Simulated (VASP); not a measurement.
# Ti2Al (R-3m) in VASP: reference runs

How does Ti2Al come out in PBE? The cell is run as given.

All numbers are computed with VASP 6.6.1; they aren't measurements. Logs are shortened: lines on timing, memory, paths and dates and some standing lists are left out, and cuts for length are marked.

## (1) The crystal as given

It takes space group R-3m (No. 166, trigonal). The conventional cell has a = 3.046 Å, b = 3.046 Å, c = 21.980 Å, α = 90.00°, β = 90.00°, γ = 120.00°. Ti (site symmetry 3m) is surrounded by 9 Ti at 2.91 to 3.05 Å and 3 Al at 3.06 Å. Around Al (site symmetry -3m) lie 6 Al at 3.05 Å and 6 Ti at 3.06 Å.

The cell was built by a generator and needn't be a form met in nature.

## (2) Single point, PBE

INCAR

```
SYSTEM = Ti2Al
PREC = Accurate
ENCUT = 520
EDIFF = 1E-7
ISMEAR = -1
SIGMA = 0.05
LREAL = .False.
LASPH = .True.
NELM = 100
ALGO = Normal
ISIF = 2
LWAVE = .False.
LCHARG = .False.
GGA = PE
NBANDS = 20
```

KPOINTS

```
Automatic mesh
0
Gamma
  10 10 10
  0 0 0
```

POSCAR

```
Ti2Al
1.0
    1.5229874700      0.8792972200      7.3265433300
   -1.5229874700      0.8792972200      7.3265433300
    0.0000000000     -1.7585944500      7.3265433300
Ti Al
2 1
Direct
    0.2194267700      0.2194267700      0.2194267700
    0.7805732300      0.7805732300      0.7805732300
    0.0000000000      0.0000000000      0.0000000000
```

Potentials or basis: VASP PAW PBE potentials, release 64 (Ti_sv, Al).

Command:

```bash
$ cat potpaw_PBE.64/Ti_sv/POTCAR potpaw_PBE.64/Al/POTCAR > POTCAR
$ mpirun -np 1 vasp_std > vasp.out
```

OUTCAR:

```text
SYSTEM = Ti2Al
   PREC = Accurate
   ENCUT = 520
   EDIFF = 1E-7
   ISMEAR = -1
   LREAL = .False.
   LASPH = .True.
   NELM = 100
   ISIF = 2
   GGA = PE

 ion  position               nearest neighbor table
   1  0.219  0.219  0.219-   2 2.91   2 2.91   2 2.91   3 3.06   3 3.06   3 3.06
   2  0.781  0.781  0.781-   1 2.91   1 2.91   1 2.91   3 3.06   3 3.06   3 3.06
   3  0.000  0.000  0.000-   2 3.06   1 3.06   2 3.06   2 3.06   1 3.06   1 3.06

  LATTYP: Found a trigonal (rhomboedric) cell.
 ALAT       =     7.5346460833
 COS(alpha) =     0.9182859117

  Lattice vectors:

 A1 = (   1.5229874700,   0.8792972200,   7.3265433300)
 A2 = (  -1.5229874700,   0.8792972200,   7.3265433300)
 A3 = (   0.0000000000,  -1.7585944500,   7.3265433300)

Analysis of symmetry for initial positions (statically):
=====================================================================
 Subroutine PRICEL returns:
 Original cell was already a primitive cell.

 Routine SETGRP: Setting up the symmetry group for a
 trigonal (rhombohedral) supercell.

 Subroutine GETGRP returns: Found 12 space group operations
 (whereof 12 operations were pure point group operations)
 out of a pool of 12 trial point group operations.

The static configuration has the point symmetry D_3d.

Analysis of symmetry for dynamics (positions and initial velocities):
=====================================================================
 Subroutine PRICEL returns:
 Original cell was already a primitive cell.

 Routine SETGRP: Setting up the symmetry group for a
 trigonal (rhombohedral) supercell.

 Subroutine GETGRP returns: Found 12 space group operations
 (whereof 12 operations were pure point group operations)
 out of a pool of 12 trial point group operations.

The dynamic configuration has the point symmetry D_3d.

 Subroutine INISYM returns: Found 12 space group operations
 (whereof 12 operations are pure point group operations),
 and found     1 'primitive' translations

----------------------------------------------------------------------------------------

                                     Primitive cell

  volume of cell :      58.8684

  direct lattice vectors                    reciprocal lattice vectors
     1.522987470  0.879297220  7.326543330     0.328302110  0.189545312  0.045496671
    -1.522987470  0.879297220  7.326543330    -0.328302110  0.189545312  0.045496671
     0.000000000 -1.758594450  7.326543330     0.000000000 -0.379090624  0.045496671

  length of vectors
     7.534646083  7.534646083  7.534646084     0.381811011  0.381811011  0.381811012

  position of ions in fractional coordinates (direct lattice)
     0.219426770  0.219426770  0.219426770
     0.780573230  0.780573230  0.780573230
     0.000000000  0.000000000  0.000000000

  ion indices of the primitive-cell ions
   primitive index   ion index
                 1           1
                 2           2
                 3           3

----------------------------------------------------------------------------------------

 KPOINTS: Automatic mesh

Automatic generation of k-mesh.
 Grid dimensions read from file:
 generate k-points for:   10   10   10

 Generating k-lattice:

  Cartesian coordinates                     Fractional coordinates (reciprocal lattice)
     0.032830211  0.018954531  0.004549667     0.100000000  0.000000000  0.000000000
    -0.032830211  0.018954531  0.004549667     0.000000000  0.100000000  0.000000000
     0.000000000 -0.037909062  0.004549667     0.000000000  0.000000000  0.100000000

  Length of vectors
     0.038181101  0.038181101  0.038181101

  Shift w.r.t. Gamma in fractional coordinates (k-lattice)
     0.000000000  0.000000000  0.000000000

 Subroutine IBZKPT returns following result:
 ===========================================

 Found    116 irreducible k-points:

 Following reciprocal coordinates:
            Coordinates               Weight
  0.000000  0.000000  0.000000      1.000000
  0.100000  0.000000  0.000000      6.000000
  0.200000  0.000000  0.000000      6.000000
  0.300000  0.000000  0.000000      6.000000
  0.400000  0.000000 -0.000000      6.000000
  0.500000  0.000000  0.000000      3.000000
[... 16 lines left out ...]
  0.300000  0.300000  0.000000      6.000000
  0.400000  0.300000  0.000000     12.000000
 [... further k-points ...]
   k-points           NKPTS =    116   k-points in BZ     NKDIM =    116   number of bands    NBANDS=     20
   number of dos      NEDOS =    301   number of ions     NIONS =      3
   total plane-waves  NPLWV = 175616
   dimension x,y,z NGX =    56 NGY =   56 NGZ =   56
   dimension x,y,z NGXF=   112 NGYF=  112 NGZF=  112
   ions per type =               2   1
   NGX,Y,Z   is equivalent  to a cutoff of  12.36, 12.36, 12.36 a.u.
   NGXF,Y,Z  is equivalent  to a cutoff of  24.71, 24.71, 24.71 a.u.
 SYSTEM =  Ti2Al
   PREC   = accura    normal or accurate (medium, high low for compatibility)
   ISTART =      0    job   : 0-new  1-cont  2-samecut
   ICHARG =      2    charge: 1-file 2-atom 10-const
   ISPIN  =      1    spin polarized calculation?
   LNONCOLLINEAR =      F non collinear calculations
   LSORBIT =      F    spin-orbit coupling
   LASPH  =      T    aspherical Exc in radial PAW
   ENCUT  =  520.0 eV  38.22 Ry    6.18 a.u.  14.01 14.01 14.01*2*pi/ulx,y,z
   NELM   =    100;   NELMIN=  2; NELMDL= -5     # of ELM steps
   EDIFF  = 0.1E-06   stopping-criterion for ELM
   LREAL  =      F    real-space projection
   EDIFFG = 0.1E-05   stopping-criterion for IOM
   NSW    =      0    number of steps for IOM
   IBRION =     -1    ionic relax: 0-MD 1-quasi-New 2-CG
   NFREE  =      0    steps in history (QN), initial steepest desc. (CG)
   ISIF   =      2    stress and relaxation
   ISYM   =      2    0-nonsym 1-usesym 2-fastsym
   POTIM  = 0.5000    time-step for ionic-motion
   TEBEG  =    0.0;   TEEND  =   0.0 temperature during run
   PSTRESS=    0.0 pullay stress
   NELECT =      27.0000    total number of electrons
   NUPDOWN=      -1.0000    fix difference up-down
   EMIN   =  10.00;   EMAX   =-10.00  energy-range for DOS
   EFERMI =   0.00;   METHOD = LEGACY
   ISMEAR =    -1;   SIGMA  =   0.05  broadening in eV -4-tet -1-fermi 0-gaus
   EFERMI_NEDOS =   21; number of points for ismear=-14 and -15
   IALGO  =     38    algorithm
   IMIX   =      4    mixing-type and parameters
     AMIX     =   0.40;   BMIX     =  1.00
     AMIX_MAG =   1.60;   BMIX_MAG =  1.00
  volume/ion in A,a.u.               =      19.62       132.42
  Fermi-wavevector in a.u.,A,eV,Ry     =   1.262511  2.385800 21.686800  1.593935
  Thomas-Fermi vector in A             =   2.395916
   LORBIT       =      0    0 simple, 1 ext, 2 COOP (PROOUT), +10 PAW based schemes
   GGA     = PE    functional components
   LHFCALC =     F    Hartree Fock is set to
   AEXX    =    0.0000 exact exchange contribution
   IVDW    =     0    specifies the selected vdW correction
   LEPSILON=     F    determine dielectric tensor
   LRPA    =     F    only Hartree local field effects (RPA)
 non-spin polarized calculation
  energy-cutoff  :      520.00
  volume of cell :       58.87
 maximum number of plane-waves:      1624
   NGX = 29   NGY = 29   NGZ = 29

 number of electron      27.0000001 magnetization

 Free energy of the ion-electron system (eV)
  ---------------------------------------------------
  ext. energy  EPLUGINS =         0.00000000
  ---------------------------------------------------
  free energy    TOTEN  =       -19.52394825 eV

  energy without entropy =      -19.49017026  energy(sigma->0) =      -19.50705925

 E-fermi :   6.7680     XC(G=0): -10.4776

 val. band max:        6.7647858847   @ k =  -0.2000   0.4000   0.2000
 cond. band min:       6.7712891531   @ k =   0.5000   0.5000   0.2000
 fundamental gap:      0.0065032684
 Fermi energy:         6.7679741801

 k-point     1 :       0.0000    0.0000    0.0000
  band No.  band energies     occupation
      1     -50.3623      2.00000
      2     -50.3043      2.00000
      3     -26.7594      2.00000
      4     -26.4613      2.00000
      5     -26.3877      2.00000
      6     -26.3877      2.00000
[... 12 lines left out ...]
     19       8.5806      0.00000
     20       9.2428      0.00000

 k-point     2 :       0.1000    0.0000    0.0000
  band No.  band energies     occupation
      1     -50.3567      2.00000
      2     -50.3014      2.00000
      3     -26.7505      2.00000
      4     -26.4771      2.00000
      5     -26.4045      2.00000
      6     -26.3968      2.00000
[... 12 lines left out ...]
     19       8.5317      0.00000
     20       9.1906      0.00000

 k-point     3 :       0.2000    0.0000    0.0000
  band No.  band energies     occupation
      1     -50.3419      2.00000
      2     -50.2938      2.00000
      3     -26.7284      2.00000
      4     -26.5385      2.00000
      5     -26.4446      2.00000
      6     -26.4253      2.00000
[... 12 lines left out ...]
     19       8.5622      0.00000
     20       9.1798      0.00000

 k-point     4 :       0.3000    0.0000    0.0000
  band No.  band energies     occupation
      1     -50.3227      2.00000
      2     -50.2853      2.00000
      3     -26.7096      2.00000
      4     -26.6291      2.00000
      5     -26.5179      2.00000
      6     -26.4478      2.00000
[... 12 lines left out ...]
     19       8.9662      0.00000
     20       9.2699      0.00000

 k-point     5 :       0.4000    0.0000   -0.0000
  band No.  band energies     occupation
      1     -50.3055      2.00000
      2     -50.2801      2.00000
      3     -26.7211      2.00000
      4     -26.7016      2.00000
      5     -26.5457      2.00000
      6     -26.4698      2.00000
[... 12 lines left out ...]
     19       9.4592      0.00000
     20       9.4740      0.00000
[... 353 lines left out ...]
      6     -26.5031      2.00000
[... 12 lines left out ...]
     19       9.4041      0.00000
     20       9.7138      0.00000

 k-point    22 :      -0.2000    0.2000    0.0000
  band No.  band energies     occupation
      1     -50.3132      2.00000
      2     -50.2820      2.00000
      3     -26.7019      2.00000
      4     -26.6351      2.00000
      5     -26.5584      2.00000
      6     -26.4585      2.00000
[... 12 lines left out ...]
     19       9.3394      0.00000
     20       9.5198      0.00000

 k-point    23 :       0.3000    0.3000    0.0000
  band No.  band energies     occupation
      1     -50.3227      2.00000
      2     -50.2853      2.00000
      3     -26.7096      2.00000
      4     -26.6292      2.00000
      5     -26.5178      2.00000
      6     -26.4479      2.00000
[... 12 lines left out ...]
     19       8.9560      0.00000
     20       9.2956      0.00000

 k-point    24 :       0.4000    0.3000    0.0000
  band No.  band energies     occupation
      1     -50.3111      2.00000
      2     -50.2814      2.00000
      3     -26.7074      2.00000
      4     -26.6654      2.00000
      5     -26.5460      2.00000
      6     -26.4765      2.00000
[... 12 lines left out ...]
     19       9.1992      0.00000
     20       9.3626      0.00000

 [... further k-points ...]
[... 5 lines left out ...]
  --------------------------------------------------------------------------------------
  -------------------------------------------------------------------------------------
  Total       -3.4606077     -3.4606077     -5.0807373      0.0000000      0.0000000      0.0000000
  in kB      -94.1847411    -94.1847405   -138.2785813      0.0000000      0.0000001      0.0000000
  external PRESSURE =    -108.8826876 kB  Pullay stress =       0.0000000 kB

 VOLUME and BASIS-vectors are now :
 -----------------------------------------------------------------------------
  energy-cutoff  :      520.00
  volume of cell :       58.87
      direct lattice vectors                 reciprocal lattice vectors
     1.522987470  0.879297220  7.326543330     0.328302110  0.189545312  0.045496671
    -1.522987470  0.879297220  7.326543330    -0.328302110  0.189545312  0.045496671
     0.000000000 -1.758594450  7.326543330     0.000000000 -0.379090624  0.045496671

 POSITION                                       TOTAL-FORCE (eV/Angst)
 -----------------------------------------------------------------------------------
      0.00000     -0.00000      4.82292         0.000000     -0.000000      0.004559
      0.00000     -0.00000     17.15671         0.000000      0.000000     -0.004559
      0.00000      0.00000      0.00000         0.000000      0.000000     -0.000000
 -----------------------------------------------------------------------------------
    total drift:                                0.000000     -0.000000      0.000000

  FREE ENERGIE OF THE ION-ELECTRON SYSTEM (eV)
  ---------------------------------------------------
  free  energy   TOTEN  =       -19.5239482464 eV

  energy  without entropy=      -19.4901702626  energy(sigma->0) =      -19.50705925
```

Wall time 14 min (1 thread of Intel Xeon Platinum 8259CL at 2.50GHz (Skylake/Cascade Lake), shared host); peak memory 0.48 GiB.

What came out:

```
Free energy            : -19.5239 eV
Pressure               : -10.9 GPa
Largest force          : 0.005 eV/Å
Band gap on the k mesh : none (metal or under the smearing width)
```

Forces on the atoms (eV/Å):
```
Ti   0.000  0.000  0.005
Ti   0.000  0.000 -0.005
Al   0.000  0.000  0.000
```
